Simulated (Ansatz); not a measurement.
Crystal: BN.

```
N B
1.0
     2.55394    0.00000    0.00000
    -1.27697    2.21178    0.00000
     0.00000    0.00000    4.22685
N B
2 2
Direct
  0.33333 0.66667 0.12528
  0.66667 0.33333 0.62528
  0.33333 0.66667 0.49972
  0.66667 0.33333 0.99972
```

Measurements of this composition are mostly on another form, of space group No. 194.

Base run:

| Property | Result |
| --- | --- |
| Program | Ansatz 0.2.0 |
| Functional | LDA |
| Potentials or basis | all-electron LAPW, scalar-relativistic |
| Cutoff | 411 eV (chosen from the basis error) |
| Basis error allowed | 0.002 eV/atom |
| k mesh | 12 × 12 × 6 |
| Occupations | fermi-dirac, width 0.05 eV |
| Spin | no spin polarisation |

Its results: band gap on the k mesh 4.98 eV, indirect (least direct gap 8.11 eV); pressure -13.6 GPa; largest force 0.023 eV/Å.

**Question.** The run is repeated on the same cell with these changes: functional from LDA to PBEsol. What comes out?

**Answer.** Band gap on the k mesh 4.98 eV, indirect (least direct gap 8.15 eV); pressure -5.9 GPa; largest force 0.013 eV/Å.

PBEsol binds less tightly than LDA, so the same cell stands under more pressure.
